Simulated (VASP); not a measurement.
ZnS (Wurtzite-2H):

```
Zn S
1.0
     3.81100    0.00000    0.00000
    -1.90550    3.30042    0.00000
     0.00000    0.00000    6.23400
Zn S
2 2
Direct
  0.66667 0.33333 0.50000
  0.33333 0.66667 0.00000
  0.66667 0.33333 0.88500
  0.33333 0.66667 0.38500
```

* Program: VASP 6.6.1
* Task: relaxation of cell and atoms
* Functional: SCAN
* Potentials or basis: VASP PAW PBE potentials, release 64 (Zn, S)
* Cutoff: 600 eV
* k mesh: 8 × 8 × 5
* Occupations: fermi-dirac, width 0.05 eV
* Spin: no spin polarisation

At the start: pressure -0.6 GPa; volume 19.60 Å³/atom.

Question: How do energy, volume and symmetry change on relaxing?

Answer: Over 8 steps the energy falls by 6.3 meV/atom and the volume is 19.41 Å³/atom (-1.0 %); space group P6_3mc (No. 186, to 0.05 Å).

The path:
```tsv
step	energy change (eV)	largest force (eV/Å)	pressure (GPa)	volume (Å³)
1	0.0000	0.3021	-0.59	78.41
2	-0.0185	0.1752	0.07	77.59
3	-0.0196	0.1209	0.28	77.40
4	-0.0236	0.0177	-0.02	77.59
5	-0.0238	0.0219	-0.01	77.63
6	-0.0242	0.0426	-0.06	77.70
7	-0.0253	0.0264	-0.04	77.63
8	-0.0254	0.0137	-0.05	77.64
```

Final structure:
```
Zn S
1.0
     3.79414    0.00000    0.00000
    -1.89707    3.28582    0.00000
     0.00000    0.00000    6.22800
Zn S
2 2
Direct
  0.66667 0.33333 0.50522
  0.33333 0.66667 0.00522
  0.66667 0.33333 0.87978
  0.33333 0.66667 0.37978
```

Caveat: the PAW data sets were made with another functional, which shifts forces and pressure a little.
